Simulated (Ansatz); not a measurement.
# Ti3HS3: the cost of one run

Method: DFT PBE+D3(BJ), scalar-relativistic, plane waves, PAW, in Ansatz 0.2.0.

3 further runs of the same task are left out: 1 that didn't finish, 2 set aside as unsound or not needed.

### 1 The starting structure

Symmetry: R-3m, No. 166, trigonal system. The conventional cell has a = 3.390 Å, b = 3.390 Å, c = 26.373 Å, α = 90.00°, β = 90.00°, γ = 120.00°. Ti (site symmetry -3m) has 6 S at 2.46 Å as nearest neighbours. Around Ti (site symmetry 3m) lie 6 S at 2.34 to 2.54 Å. S (site symmetry -3m) has 6 Ti at 2.34 Å as nearest neighbours. S (site symmetry 3m) is surrounded by 6 Ti at 2.46 to 2.54 Å.

Structure file:

```xyz
6
Lattice="1.6951 0.9787 8.7911 -1.6951 0.9787 8.7911 0.0000 -1.9573 8.7911" Properties=species:S:1:pos:R:3 pbc="T T T"
Ti    0.0000    0.0000   13.1867
Ti    0.0000    0.0000   10.0758
Ti    0.0000    0.0000   16.2976
S     0.0000    0.0000    0.0000
S     0.0000    0.0000    5.8907
S     0.0000    0.0000   20.4828
```

It is the result of an earlier relaxation at this level (volume 14.58 Å³/atom; gap on the mesh: none (metal)).

Its energy, with the smearing taken to zero, is -10216.5889 eV for the 6-atom cell on a 12×12×12 mesh; differences below count from it.

### 2 Next: 1 H put on empty site 1 in one host cell

The empty site lies 1.96 Å from the nearest host atom; the cell of 1 host cell is widened for the start only if the site is tight.

The cell holds 3 Ti, 3 S, 1 H: a = 9.006 Å, b = 9.006 Å, c = 9.006 Å, α = 21.70°, β = 21.70°, γ = 21.70°.

### 3 Probe: one point at the start

The input, input.yaml:

```yaml
crystal:
  lattice:
    - [1.6951029694, 0.9786681557, 8.7911473811]
    - [-1.6951029694, 0.9786681557, 8.7911473811]
    - [0.0, -1.9573363113, 8.7911473811]
  atoms:
    - { symbol: Ti, position: [0.5, 0.5, 0.5], spin: 1.0 }
    - { symbol: Ti, position: [0.382043279, 0.382043279, 0.382043279], spin: 1.0 }
    - { symbol: Ti, position: [0.617956721, 0.617956721, 0.617956721], spin: 1.0 }
    - { symbol: S, position: [0.0, 0.0, 0.0] }
    - { symbol: S, position: [0.2233561171, 0.2233561171, 0.2233561171] }
    - { symbol: S, position: [0.7766438829, 0.7766438829, 0.7766438829] }
    - { symbol: H, position: [0.1111111111, 0.1111111111, 0.1111111111] }
basis:
  ecutwfc: 420
kpoints:
  mp_grid: { grid: [6, 6, 6] }
hamiltonian:
  xc: pbe
  dispersion: d3bj
scf:
  occupations: { method: gaussian, width: 0.1 }
  lower_state_search: "off"
output:
  forces: true
  stress: true
  eigenvalues: true
  populations: true
magnetization:
  spin_polarized: true
```

Command:

```
$ ansatz run input.yaml --threads 2 --pin off --max-ram 5120MiB --backend cpu --events-out ev --progress --plain --runs-dir out
```

Q: Estimate wall time and peak memory on 2 threads of INTEL XEON PLATINUM 8581C at 2.30GHz (Emerald Rapids), shared host.

About 11 s, with a peak of 0.51 GiB.
